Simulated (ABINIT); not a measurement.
Crystal: KTaO3.

```xyz
5
Lattice="3.9883 0.0000 0.0000 0.0000 3.9883 0.0000 0.0000 0.0000 3.9883" Properties=species:S:1:pos:R:3 pbc="T T T"
Ta    0.0000    0.0000    0.0000
K     1.9942    1.9942    1.9942
O     0.0000    0.0000    1.9942
O     0.0000    1.9942    0.0000
O     1.9942    0.0000    0.0000
```

```yaml
Program: ABINIT 10.8.3 (patched build)
Task: relaxation of cell and atoms
Functional: LDA
Potentials_or_basis: JTH PAW LDA v2.0
Cutoff: 626 eV
k_mesh: 5 × 5 × 5
Occupations: fermi-dirac, width 0.05 eV
Spin: no spin polarisation
```

At the start: pressure -5.9 GPa; volume 12.69 Å³/atom.

Question: Where does the relaxation end?

Answer: Over 4 steps the energy falls by 6.7 meV/atom and the volume is 12.33 Å³/atom (-2.8 %); space group Pm-3m (No. 221, to 0.05 Å).

Step by step:
| step | energy change (eV) | largest force (eV/Å) | pressure (GPa) | volume (Å³) |
| --- | --- | --- | --- | --- |
| 1 | 0.0000 | 0.0000 | -5.85 | 63.44 |
| 2 | -0.0288 | 0.0000 | -2.27 | 62.31 |
| 3 | -0.0334 | 0.0000 | 0.13 | 61.62 |
| 4 | -0.0335 | 0.0000 | 0.00 | 61.66 |

Final structure:
```
CELL_PARAMETERS angstrom
3.95067 0.00000 0.00000
0.00000 3.95067 0.00000
0.00000 0.00000 3.95067
ATOMIC_POSITIONS crystal
Ta 0.00000 0.00000 0.00000
K 0.50000 0.50000 0.50000
O 0.00000 0.00000 0.50000
O 0.00000 0.50000 0.00000
O 0.50000 0.00000 0.00000
```

Caveat: the atomic spheres overlap.
